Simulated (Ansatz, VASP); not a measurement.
**Si in VASP and in Ansatz**

```
Si
1.0
     0.00000    2.71673    2.71673
     2.71673    0.00000    2.71673
     2.71673    2.71673    0.00000
Si
2
Direct
  0.00000 0.00000 0.00000
  0.25000 0.25000 0.25000
```

The cell was built by a generator and needn't be a form met in nature.

Alike in both runs: functional PBEsol; k mesh 12 × 12 × 12; occupations gaussian, width 0.02 eV; no spin polarisation.

Ansatz relaxed the structure, and its values are those at the end. VASP's run is a single point on that final structure, the one shown.

|  | VASP | Ansatz |
| --- | --- | --- |
| version | VASP 6.6.1 | Ansatz 0.2.0 |
| potentials or method | VASP PAW PBE potentials, release 64 (Si) | scalar-relativistic, plane waves, PAW |
| plane-wave cutoff (eV) | 520 | 420 |
| valence electrons in the cell | 8 | 8 |

VASP gave:

```
gap on the k mesh at the Fermi level (eV) : 0.46
least direct gap on the mesh (eV)         : 2.52
pressure (GPa)                            : 0.1
```

What did Ansatz give for the same quantities?

gap on the k mesh at the Fermi level (eV): 0.47; least direct gap on the mesh (eV): 2.52; pressure (GPa): 0.0.

Ansatz warned: «pseudo_functional_mismatch».

Caveats: the PAW data sets were made with another functional, which shifts forces and pressure a little (VASP). As with any semilocal functional, this PBEsol gap is likely too small. A k mesh can miss the band edges.
